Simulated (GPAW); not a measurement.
A run of GPAW 26.7.0 is set up as follows.

Contents of run.py:

```python
import numpy as np
from ase.dft.bandgap import bandgap
from ase.io import read, write
from gpaw import GPAW, PW

atoms = read('MoSe4.xyz')
atoms.pbc = (True, True, False)

calc = GPAW(mode=PW(450),
            xc={'name': 'BEEF-vdW', 'backend': 'libvdwxc'},
            kpts={'size': (9, 9, 1), 'gamma': True},
            occupations={'name': 'fermi-dirac', 'width': 0.05},
            nbands=35,
            convergence={'density': 1e-05, 'energy': 1e-05},
            maxiter=150,
            poissonsolver={'dipolelayer': 'xy'},
            txt='gpaw.txt')
atoms.calc = calc
energy = atoms.get_potential_energy()
forces = atoms.get_forces()
calc.write('gs.gpw')
write('result.traj', atoms)
print(f'Energy: {energy:.6f} eV')
print('Forces (eV/A):')
print(forces.round(4))
print('Fermi level:', round(calc.get_fermi_level(), 4), 'eV')
print(f'Gap: {bandgap(calc)[0]:.4f} eV, direct: {bandgap(calc, direct=True)[0]:.4f} eV')

v = calc.get_electrostatic_potential().mean(axis=(0, 1))
z = np.arange(len(v)) * atoms.cell[2, 2] / len(v)
ef = calc.get_fermi_level()
np.savetxt('planar.dat', np.c_[z, v], fmt='%.4f')
below, above = np.interp([1.5, atoms.cell[2, 2] - 1.5], z, v) - ef
print(f'Work functions: bottom {below:.4f} eV, top {above:.4f} eV')
print('Dipole moment:', *calc.get_dipole_moment().round(5), 'e A')
```

MoSe4.xyz

```xyz
5
Lattice="3.3203649265 0.0000000000 0.0000000000 -1.6601824632 2.8755203762 0.0000000000 0.0000000000 0.0000000000 46.8749169045" Properties=species:S:1:pos:R:3 pbc="T T T"
Se     0.0000000000      1.9170135650      7.5000000000
Se     0.0000000000      1.9170135650     21.7836641445
Mo     0.0000000000      0.0000000000     23.4374584522
Se     0.0000000000      1.9170135650     25.0912527600
Se     0.0000000000      1.9170135650     39.3749169045
```

Potentials or basis: GPAW PAW data sets (gpaw-data 1.2.1), pw.

Run with:

```console
$ OMP_NUM_THREADS=1 python run.py
```

Problem. Predict the largest force.

Solution. 0.482 eV/Å.

Problem. Predict the work function of the upper face.

Solution. 6.69 eV.

Problem. What does it give for the band gap on the k mesh?

Solution. None (metal or under the smearing width).

Forces on the atoms (eV/Å):
```
Se   0.000  0.000  0.000
Se   0.000  0.000 -0.482
Mo   0.000  0.000  0.000
Se   0.000  0.000  0.482
Se   0.000  0.000  0.000
```

Caveat: the PAW data sets were made with another functional, which shifts forces and pressure a little.
